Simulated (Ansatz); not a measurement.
## SrO: equation of state with LDA

Crystal: SrO.

```xyz
2
Lattice="0.0000 2.5663 2.5663 2.5663 0.0000 2.5663 2.5663 2.5663 0.0000" Properties=species:S:1:pos:R:3 pbc="T T T"
Sr    2.5663    2.5663    2.5663
O     0.0000    0.0000    0.0000
```

```yaml
Program: Ansatz 0.2.0
Task: equation of state
Functional: LDA
Potentials_or_basis: JTH PAW LDA
Cutoff: 1380 eV
Density_cutoff: 6900 eV
k_mesh: 9 × 9 × 9
Occupations: fermi-dirac, width 0.05 eV
Spin: no spin polarisation
```

| Property | Result |
| --- | --- |
| Equilibrium volume | 16.21 Å³/atom |
| Bulk modulus | 104 GPa |
| Pressure derivative of the bulk modulus | 4.5 |

Energy against volume, from the lowest point:
| volume (Å³/atom) | energy (meV/atom) |
| --- | --- |
| 15.887 | 2.19 |
| 16.225 | 0.00 |
| 16.563 | 2.39 |
| 16.901 | 8.87 |
| 17.239 | 18.98 |
| 17.577 | 32.33 |
| 17.915 | 48.57 |

All runs of the series together: 13 s on 2 threads of Arm Neoverse V1, on a shared host.

LDA usually gives volumes a few per cent too small. Zero-point motion and thermal expansion aren't in these numbers.
